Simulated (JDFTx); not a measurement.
## Ge under changes of volume

One of the cells (22.639 Å³/atom); the others are scaled copies at fixed shape and fractional positions:

```xyz
2
Lattice="0.0000 2.8289 2.8289 2.8289 0.0000 2.8289 2.8289 2.8289 0.0000" Properties=species:S:1:pos:R:3 pbc="T T T"
Ge    4.2434    4.2434    4.2434
Ge    2.8289    2.8289    2.8289
```

| Item | Value |
| --- | --- |
| Program | JDFTx 1.7.0 (patched build) |
| Functional | LDA |
| Potentials or basis | PseudoDojo-SR-LDA-0.4.1-standard |
| Cutoff | 1061 eV |
| Density cutoff | 8490 eV |
| k mesh | 8 × 8 × 8 |
| Occupations | fermi-dirac, width 0.05 eV |
| Spin | no spin polarisation |

| volume (Å³/atom) | energy over the lowest point (meV/atom) | pressure (GPa) |
| --- | --- | --- |
| 21.281 | 8.67 | 3.2 |
| 21.733 | 2.04 | 1.5 |
| 22.186 | 0.00 | 0.0 |
| 22.639 | 1.92 | -1.4 |
| 23.092 | 7.51 | -2.6 |
| 23.545 | 16.39 | -3.7 |
| 23.997 | ? | ? |

Problem. What does the run at 23.997 Å³/atom give?

Solution. Energy over the lowest point 28.22 meV/atom; pressure -4.7 GPa.

Worked out: A Birch-Murnaghan fit of order 3 (a polynomial in V^(-2/3)) to the other rows has its minimum at 22.19 Å³/atom with B0 = V·E''(V) = 70 GPa and B' = 4.3. It gives 28.15 meV/atom at 23.997 Å³/atom, against the run's 28.22, and -dE/dV = -4.7 GPa, against -4.7.

Energies are extrapolated to zero smearing.
